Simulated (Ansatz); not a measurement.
# Hf: relaxation of cell and atoms with HSEsol

Crystal: Hf.

```
Hf
1.0
    -1.80500    1.80500    1.80500
     1.80500   -1.80500    1.80500
     1.80500    1.80500   -1.80500
Hf
1
Direct
  0.00000 0.00000 0.00000
```

This isn't the form of Hf at room conditions, which is hcp.

```
Program             : Ansatz 0.2.0
Task                : relaxation of cell and atoms
Functional          : HSEsol
Potentials or basis : Ansatz PAW
Cutoff              : 420 eV (not typed: the program's choice for these potentials)
k mesh              : 5 × 5 × 5
Occupations         : fermi-dirac, width 0.05 eV
Spin                : no spin polarisation
```

```json
{
  "Relaxed volume": "21.58 Å³/atom",
  "Relaxed cell": "a = 3.038 Å, b = 3.038 Å, c = 3.038 Å, α = 109.47°, β = 109.47°, γ = 109.47°",
  "Space group after relaxing (to 0.05 Å)": "Im-3m (No. 229)",
  "Energy gained by relaxing": "46.2 meV/atom",
  "Ionic steps": "6",
  "Pressure after relaxing": "0.0 GPa",
  "Band gap on the k mesh": "none (metal or under the smearing width)"
}
```

The path:
| step | energy change (eV) | largest force (eV/Å) | volume (Å³) |
| --- | --- | --- | --- |
| 1 | 0.0000 | 0.0000 | 23.52 |
| 2 | -0.0368 | 0.0000 | 20.81 |
| 3 | -0.0450 | 0.0000 | 21.89 |
| 4 | -0.0468 | 0.0000 | 21.52 |
| 5 | -0.0469 | 0.0000 | 21.58 |
| 6 | -0.0462 | 0.0000 | 21.58 |

Final structure:
```
Hf
1.0
    -1.75387    1.75387    1.75387
     1.75387   -1.75387    1.75387
     1.75387    1.75387   -1.75387
Hf
1
Direct
  0.00000 0.00000 0.00000
```

Levels at points of the mesh, in eV from the Fermi level:
| k point | band 9 | band 10 | band 11 | band 12 | band 13 | band 14 | band 15 | band 16 | band 17 |
| --- | --- | --- | --- | --- | --- | --- | --- | --- | --- |
| (0.00, 0.00, 0.00) | -14.83 | -14.83 | -14.80 | -8.22 | 2.13 | 2.13 | 2.13 | 5.17 | 5.17 |

Run time: 37 s on 1 × NVIDIA H100 80GB HBM3 with 2 threads of AMD EPYC 7R13 Processor (Zen 3), on a shared host, peak memory 1.5 GiB.

Caveat: the k mesh is coarse (spacing up to 0.49 Å⁻¹), so the values aren't converged, least of all with exact exchange; the plane-wave basis is chosen anew once the cell has moved, so the energies of steps on either side of that aren't comparable; the PAW data sets come from PBE, with cores solved anew for the run's functional, which leaves a small shift of forces and pressure. The run has no spin-orbit coupling, so splittings on Hf are missing.
